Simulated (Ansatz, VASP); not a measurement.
# Hf: VASP beside Ansatz

```xyz
1
Lattice="-1.8050 1.8050 1.8411 1.8050 -1.8050 1.8411 1.8050 1.8050 -1.8411" Properties=species:S:1:pos:R:3 pbc="T T T"
Hf    0.0000    0.0000    0.0000
```

Change from the starting cell: zz strain of +2 %, crystal datasets.

Alike in both runs: task electric field gradients; functional PBEsol; k mesh 14 × 14 × 14; occupations fermi-dirac, width 0.05 eV; no spin polarisation.

|  | VASP | Ansatz |
| --- | --- | --- |
| version | VASP 6.6.1 | Ansatz 0.2.0 |
| potentials or method | VASP PAW PBE potentials, release 64 (Hf_pv), cutoff 520 eV | all-electron PAW with datasets made for the crystal, scalar-relativistic |

Ansatz gave:

* pressure (GPa): -10.4
* largest component of the traceless stress (GPa): 0.69
* Vzz of the field gradient on the site that differs most (V/Å²): 1.8

Q: What did VASP give for the same quantities?

A: Pressure (GPa): -10.8; largest component of the traceless stress (GPa): 0.71; Vzz of the field gradient on the site that differs most (V/Å²): 1.3.

Ansatz ran all-electron here, so the differences hold the error of VASP's frozen core and of both bases. Ansatz warned: «gradients_without_spin_orbit».

Caveats: the PAW data sets were made with another functional, which shifts forces and pressure a little (VASP). Spin-orbit coupling is left out, which matters for the levels of Hf.
